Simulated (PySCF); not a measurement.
# C5H5N: the cost of one run

Programs: PySCF 2.14.0, with density-fitted response routines of our own. Each step states its level of theory. These are calculated values for one molecule in the gas phase, unless marked as measured. Atoms count from 0, in the outputs and in this text.

## Step 1: The starting structure

11 atoms, charge 0, multiplicity 1; geometry from: GFN2-xTB.

Bonds of the start (Å): C0–C1 1.39, C1–C2 1.39, C2–N3 1.32, N3–C4 1.32, C4–C5 1.39, C5–C0 1.38, C0–H6 1.08, C1–H7 1.08, C2–H8 1.08, C4–H9 1.08, C5–H10 1.08.

## Step 2: Optimising the geometry at PBE0-D3(BJ)/def2-SVP

The job: settings as JSON, then the geometry in Å.

```
{"job": {"xc": "PBE0", "basis": "def2-SVP", "d3": "d3bj", "grid": 1, "kind": "geom"}, "charge": 0, "multiplicity": 1}
C     -0.464870     1.321060     0.027630
C     -1.344980     0.263840    -0.155730
C     -0.827900    -1.023000    -0.176460
N      0.455010    -1.293520    -0.026090
C      1.289040    -0.280970     0.149970
C      0.882240     1.044630     0.182300
H     -0.823750     2.340300     0.051090
H     -2.403590     0.433340    -0.278560
H     -1.470570    -1.882220    -0.320580
H      2.330700    -0.549910     0.271180
H      1.600620     1.837180     0.324670
```

**Question.** How long does this first job take on 4 threads of Intel Xeon Platinum 8259CL at 2.50GHz (Skylake/Cascade Lake), shared host?

About 25 s.
